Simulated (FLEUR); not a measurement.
# InPd in FLEUR: convergence with Kmax

Input of the first run (Kmax 2.6); the others differ in this setting and in those tied to it:

The input inp.xml:

```xml
<?xml version="1.0" encoding="UTF-8" standalone="no"?>
<fleurInput fleurInputVersion="0.39">
   <comment>
      InPd                                                                                                
   </comment>
   <calculationSetup>
      <cutoffs Kmax="2.6" Gmax="16.5" GmaxXC="16.5" numbands="0"/>
      <scfLoop itmax="60" minDistance="0.00001" maxIterBroyd="15" imix="Anderson" alpha="0.05" precondParam="0.0" spinf="2.0" sdNocoIR="T"/>
      <coreElectrons ctail="T" frcor="F" kcrel="0" coretail_lmax="0"/>
      <xcFunctional name="pbe" relativisticCorrections="F"/>
      <magnetism jspins="1"/>
      <soc l_soc="F" theta="0.0" phi="0.0" spav="F"/>
      <expertModes spex="0" secvar="F"/>
      <geometryOptimization l_f="T" forcealpha="1.0" forcemix="BFGS" epsdisp="0.0005" epsforce="0.0002"/>
      <ldaU l_linMix="F" mixParam="0.05" spinf="1.0"/>
   </calculationSetup>
   <cell>
      <bzIntegration valenceElectrons="39.0" mode="hist" fermiSmearingEnergy="0.00183747">
         <kPointListSelection listName="default-1"/>
         <!-- k-points included here -->
         <xi:include xmlns:xi="http://www.w3.org/2001/XInclude" href="kpts.xml"> </xi:include>
      </bzIntegration>
      <!-- symmetry operations included here -->
      <xi:include xmlns:xi="http://www.w3.org/2001/XInclude" href="sym.xml"> </xi:include>
      <bulkLattice scale="1.0">
         <bravaisMatrix>
            <row-1>    6.1829661454471232     0.0000000000000000     0.0000000000000000</row-1>
            <row-2>    0.0000000000000000     6.1829661454471232     0.0000000000000000</row-2>
            <row-3>    0.0000000000000000     0.0000000000000000     6.1829661454471232</row-3>
         </bravaisMatrix>
      </bulkLattice>
   </cell>
   <atomSpecies>
      <species name="Indium (In)" element="In" atomicNumber="49">
         <mtSphere radius="2.28" gridPoints="763" logIncrement="0.017"/>
         <atomicCutoffs lmax="9" lnonsphr="9"/>
         <electronConfig flipSpins="F">
            <coreConfig>(1s1/2) (2s1/2) (2p1/2) (2p3/2) (3s1/2) (3p1/2) (3p3/2) (3d3/2) (3d5/2)</coreConfig>
            <valenceConfig>(4s1/2) (4p1/2) (4p3/2) (5s1/2) (4d3/2) (4d5/2) (5p1/2) (5p3/2)</valenceConfig>
            <stateOccupation state="(5p1/2)" spinUp="0.166667" spinDown="0.166667"/>
            <stateOccupation state="(5p3/2)" spinUp="0.333333" spinDown="0.333333"/>
         </electronConfig>
         <energyParameters s="5" p="5" d="4" f="4"/>
         <lo type="SCLO" l="0" n="4" eDeriv="0"/>
         <lo type="SCLO" l="1" n="4" eDeriv="0"/>
         <lo type="SCLO" l="1" n="4" eDeriv="1"/>
         <lo type="SCLO" l="2" n="4" eDeriv="2"/>
         <lo type="SCLO" l="3" n="4" eDeriv="2"/>
      </species>
      <species name="Palladium (Pd)" element="Pd" atomicNumber="46">
         <mtSphere radius="2.54" gridPoints="847" logIncrement="0.015"/>
         <atomicCutoffs lmax="10" lnonsphr="10"/>
         <electronConfig flipSpins="F">
            <coreConfig>(1s1/2) (2s1/2) (2p1/2) (2p3/2) (3s1/2) (3p1/2) (3p3/2) (3d3/2) (3d5/2)</coreConfig>
            <valenceConfig>(4s1/2) (4p1/2) (4p3/2) (5s1/2) (4d3/2) (4d5/2)</valenceConfig>
            <stateOccupation state="(5s1/2)" spinUp="0.500000" spinDown="0.500000"/>
            <stateOccupation state="(4d3/2)" spinUp="1.800000" spinDown="1.800000"/>
            <stateOccupation state="(4d5/2)" spinUp="2.700000" spinDown="2.700000"/>
         </electronConfig>
         <energyParameters s="5" p="5" d="4" f="4"/>
         <lo type="SCLO" l="0" n="4" eDeriv="0"/>
         <lo type="SCLO" l="1" n="4" eDeriv="0"/>
         <lo type="SCLO" l="1" n="4" eDeriv="1"/>
         <lo type="SCLO" l="2" n="4" eDeriv="2"/>
         <lo type="SCLO" l="3" n="4" eDeriv="2"/>
      </species>
   </atomSpecies>
   <atomGroups>
      <atomGroup species="Indium (In)">
         <relPos label="                   1">-.0067690000 .0003210000 .0083760000</relPos>
         <force calculate="T" relaxXYZ="TTT"/>
      </atomGroup>
      <atomGroup species="Palladium (Pd)">
         <relPos label="                   2">.4891010000 -.4931220000 .4918490000</relPos>
         <force calculate="T" relaxXYZ="TTT"/>
      </atomGroup>
   </atomGroups>
   <output dos="F" band="F" slice="F">
      <checks vchk="F" cdinf="F"/>
      <bandDOS minEnergy="-.5*Htr" maxEnergy="0.5*Htr" sigma="0.015" storeEVData="T"/>
      <vacuumDOS vacdos="F" integ="F" star="F" nstars="0" locx1="0.0" locy1="0.0" locx2="0.0" locy2="0.0" nstm="0" tworkf="0.0"/>
      <unfoldingBand unfoldBand="F" supercellX="1" supercellY="1" supercellZ="1"/>
      <plotting iplot="0" polar="F">
         <plot TwoD="T" vec1="  1.0  0.0  0.0" vec2="  0.0  1.0  0.0" vec3="  0.0  0.0  1.0" zero="  0.0  0.0  0.0" file="plot"/>
      </plotting>
      <chargeDensitySlicing numkpt="0" minEigenval="0.0" maxEigenval="0.0" nnne="0" pallst="F"/>
      <specialOutput eonly="F"/>
      <moessbauerParams electricFieldGradient="T" isomerShift="T" coreHyperfine="T" valenceHyperfine="T"/>
      <magneticCircularDichroism mcd="F" energyLo="-10.0" energyUp="0.0"/>
   </output>
  <!-- We include the file relax.xml here to enable relaxations (see documentation) -->
  <xi:include xmlns:xi="http://www.w3.org/2001/XInclude" href="relax.xml"> <xi:fallback/> </xi:include>
</fleurInput>
```

File crystal.txt:

```
InPd
&input cartesian=F /
3.2718847800  0.0000000000  0.0000000000
0.0000000000  3.2718847800  0.0000000000
0.0000000000  0.0000000000  3.2718847800
1.8897261246
1.0 1.0 1.0

2
49 -0.0067690000  0.0003210000  0.0083760000
46 0.4891010000  0.5068780000  0.4918490000

&kpt div1=4 div2=4 div3=4 gamma=T /
```

Potentials or basis: all-electron, FLAPW.

Run with:

```sh
$ inpgen -f crystal.txt -profile fastHighL
$ # inp.xml edited to the form shown
$ fleur_MPI
```

The cell isn't the ideal one: atoms moved at random.

The cell comes from a database or a generator and needn't be the stable form of this composition.

Hardware: 1 thread of Arm Neoverse V2, with other jobs on the host.

```
Kmax  energy less the tightest run, at zero smearing (meV/atom)  largest force (eV/Å)  SCF cycles  CPU time (s)  peak memory (GiB)
 2.6                                                    2694.13                 0.210          20           140               0.21
   3                                                     752.80                 0.221          19           140               0.21
 3.4                                                     199.49                 0.237          19           140               0.21
 3.8                                                      47.89                 0.234          19           150               0.21
 4.2                                                      10.86                 0.234          19           170               0.21
 4.6                                                       2.34                 0.234          19           200               0.21
   5                                                       0.45                 0.234          19           260               0.22
 5.5                                                       0.00                 0.234          19           390               0.22
```

Against the tightest run, the energy stays within 1 meV/atom from 5 on; the largest force stays within 0.005 eV/Å from 3.4 on. The tightest run that finished is the yardstick and may itself not be fully converged.

Caveat, for the tightest run too: the k mesh is coarse (spacing up to 0.48 Å⁻¹), so the values aren't converged.
